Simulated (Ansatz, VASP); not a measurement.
**Two plane-wave programs on CuAu (Tetraauricupride)**

Contents of INCAR:

```
SYSTEM = CuAu
PREC     = Accurate       ! precision mode
ENCUT    = 600            ! plane-wave cutoff, eV
EDIFF    = 1E-6           ! SCF threshold, eV
ISMEAR   = 0              ! smearing method
SIGMA    = 0.1            ! smearing width, eV
LREAL    = .FALSE.        ! projectors in reciprocal space
LASPH    = .TRUE.         ! aspherical terms in the spheres
NELM     = 100            ! most SCF steps
ALGO     = Normal         ! electronic algorithm
ISIF     = 3              ! what is computed and relaxed
LWAVE    = .FALSE.        ! write WAVECAR
LCHARG   = .FALSE.        ! write CHGCAR
IBRION   = 2              ! ionic algorithm
NSW      = 70             ! ionic steps
EDIFFG   = -0.005         ! ionic threshold
```

KPOINTS

```
Automatic mesh
0
G
  16 16 12
  0 0 0
```

POSCAR

```
CuAu
1.0
    2.8712762975      0.0000000000      0.0000000000
    0.0000000000      2.8712762975      0.0000000000
    0.0000000000      0.0000000000      3.6404327320
Cu Au
1 1
Direct
    0.5000000000      0.5000000000      0.5000000000
    0.0000000000      0.0000000000      0.0000000000
```

Input for Ansatz:

```yaml
crystal:
  lattice:
    - [2.8712762975, 0.0, 0.0]
    - [0.0, 2.8712762975, 0.0]
    - [0.0, 0.0, 3.640432732]
  atoms:
    - { symbol: Cu, position: [0.5, 0.5, 0.5] }
    - { symbol: Au, position: [0.0, 0.0, 0.0] }
basis:
  ecutwfc: 420
kpoints:
  mp_grid: { grid: [16, 16, 12] }
hamiltonian:
  xc: lda
scf:
  occupations: { method: gaussian, width: 0.1 }
output:
  forces: true
  stress: true
  eigenvalues: true
relax:
  adjacent_minimum: "off"
  f_tol: 0.005
  max_steps: 50
  cell: { stress_tol: 0.05 }
```

Alike in both runs: task relaxation of cell and atoms; functional LDA; k mesh 16 × 16 × 12; occupations gaussian, width 0.1 eV; no spin polarisation.

|  | VASP | Ansatz |
| --- | --- | --- |
| version | VASP 6.6.1 | Ansatz 0.2.0 |
| potentials or method | VASP PAW LDA potentials, release 64 (Cu, Au) | scalar-relativistic, plane waves, PAW |
| plane-wave cutoff (eV) | 600 | 420 |
| valence electrons in the cell | 22 | 38 |

|  | VASP | Ansatz | Ansatz less VASP |
| --- | --- | --- | --- |
| gap on the k mesh at the Fermi level, each at its own relaxed structure (eV) | none | none | - |
| relaxed volume (Å³/atom) | 13.83 | 13.78 | -0.053 |
| relaxed cell length with the largest relative difference (Å) | 3.539 | 3.532 | -0.0070 |
| energy change over the relaxation (meV/atom) | -49 | -54 | -4.9 |

A gap of «none» marks a metal or a gap that the smearing closes. The two sets of potentials don't hold the same shells in valence.

The runs have no spin-orbit coupling, so splittings on Au are missing. LDA usually gives volumes a few per cent too small. Zero-point motion and thermal expansion aren't in these numbers.
